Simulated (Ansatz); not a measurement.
# InPd under changes of volume

One of the cells (17.513 Å³/atom); the others are scaled copies at fixed shape and fractional positions:

```xyz
2
Lattice="3.2719 0.0000 0.0000 0.0000 3.2719 0.0000 0.0000 0.0000 3.2719" Properties=species:S:1:pos:R:3 pbc="T T T"
In    0.0000    0.0000    0.0000
Pd    1.6359    1.6359    1.6359
```

The cell comes from a database or a generator and needn't be the stable form of this composition.

| Property | Result |
| --- | --- |
| Program | Ansatz 0.2.0 |
| Functional | PBEsol |
| Potentials or basis | all-electron LAPW, scalar-relativistic |
| Cutoff | 269 eV (chosen from the basis error) |
| Basis error allowed | 0.0005 eV/atom |
| k mesh | 8 × 8 × 8 |
| Occupations | fermi-dirac, width 0.05 eV |
| Spin | no spin polarisation |

```csv
volume (Å³/atom),energy over the lowest point (meV/atom),pressure (GPa)
16.462,?,?
16.813,2.31,2.6
17.163,0.00,-0.4
17.513,3.75,-3.0
17.863,12.79,-5.3
18.214,26.54,-7.3
18.564,44.44,-9.0
```

**Question.** What does the run at 16.462 Å³/atom give?

**Answer.** Energy over the lowest point 11.57 meV/atom; pressure 6.0 GPa.

Worked out: A Birch-Murnaghan fit of order 3 (a polynomial in V^(-2/3)) to the other rows has its minimum at 17.11 Å³/atom with B0 = V·E''(V) = 137 GPa and B' = 5.1. It gives 11.45 meV/atom at 16.462 Å³/atom, against the run's 11.57, and -dE/dV = 5.9 GPa, against 6.0.

Energies are extrapolated to zero smearing.
